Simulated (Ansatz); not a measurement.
`[SiH3][SiH]1[CH2][AlH]1` + methyl methacrylate → `C[SiH2][SiH]1[CH2][AlH]1` + methacrylic acid  (formal exchange of groups at the Si–H bond)

Computed with Ansatz on PBE0-D4/def2-TZVP structures; ΔE is electronic, products minus reactants. CCSD(T)/CBS adds triple-zeta CCSD(T) − MP2 to the extrapolated MP2 energy (def2 sets, frozen cores). Functionals use def2-TZVPP. B3LYP here is the variant with VWN-RPA as its local correlation; programs differ in this. One conformer a species, not always the lowest.

`[SiH3][SiH]1[CH2][AlH]1`:

Z-matrix (Å, degrees):
```
Si
Si 1 2.324
H 1 1.488 2 111.5
H 1 1.491 2 113.3 3 122.6
H 1 1.491 2 107.7 3 -118.5
C 2 1.935 1 111.4 3 162.0
Al 2 2.327 1 115.3 3 103.5
H 2 1.491 1 113.4 3 -63.5
H 6 1.089 2 118.8 1 19.3
H 6 1.097 2 111.8 1 147.6
H 7 1.580 2 164.5 1 -78.8
```

`C=C(C)C(=O)OC`:

```xyz
15

C     1.826    0.359    1.356
C     0.592    0.303    0.865
C    -0.620    0.784    1.593
C     0.434   -0.280   -0.499
O     1.326   -0.706   -1.186
O    -0.849   -0.277   -0.887
C    -1.090   -0.817   -2.181
H     2.021    0.769    2.340
H     2.663   -0.008    0.774
H    -1.136    1.564    1.028
H    -1.341   -0.025    1.735
H    -0.346    1.183    2.570
H    -0.549   -0.250   -2.940
H    -2.163   -0.741   -2.341
H    -0.768   -1.858   -2.228
```

`C[SiH2][SiH]1[CH2][AlH]1`:

Cartesian coordinates in Å:
```
C -1.747 0.258 -1.748
Si -0.595 -0.963 -0.906
Si 0.023 -0.339 1.248
C 1.318 1.106 1.231
Al 2.282 -0.497 1.774
H -2.693 0.330 -1.207
H -1.961 -0.053 -2.774
H -1.299 1.253 -1.779
H 0.673 -1.070 -1.690
H -1.214 -2.319 -0.887
H -1.130 -0.171 2.181
H 1.443 1.676 0.311
H 1.179 1.801 2.066
H 3.721 -1.011 2.179
```

`C=C(C)C(=O)O`:

Cartesian coordinates in Å:
```
C -1.351 -0.418 0.898
C -0.240 -0.076 0.252
C 1.041 0.296 0.923
C -0.302 -0.070 -1.236
O -1.263 -0.348 -1.903
O 0.872 0.291 -1.789
H -1.385 -0.446 1.981
H -2.246 -0.677 0.346
H 1.351 1.307 0.648
H 1.852 -0.371 0.621
H 0.933 0.246 2.007
H 0.736 0.266 -2.747
```

| level | ΔE (kJ/mol) |
| --- | --- |
| r2SCAN-D4 | -81.1 |
| PBE0-D4 | -82.5 |
| B3LYP-D4 | -76.0 |
| B2PLYP | -77.7 |
| MP2/def2-TZVPP | -84.6 |
| CCSD(T)/def2-TZVPP | -78.0 |
| SCS-MP2/def2-QZVPP | -80.0 |
| HF/CBS(def2) | -68.9 |

**Question.** What does CCSD(T)/CBS give? (Estimate.)

**Answer.** The calculation gave: -81.4 kJ/mol. The listed levels differ from it by 0.3, -1.1, 5.4, 3.7, -3.2, 3.4, 1.4, 12.5 kJ/mol.

Largest T1 diagnostic among the species: 0.014.

In def2-TZVPP, CCSD(T) changes the Hartree–Fock value by −8.7 kJ/mol (the triples alone add −0.1 kJ/mol) and MP2 by −15.4 kJ/mol.

CCSD(T)/CBS has its own doubt, a few kJ/mol and more with outer-core shells, so smaller differences from it don't rank the levels.
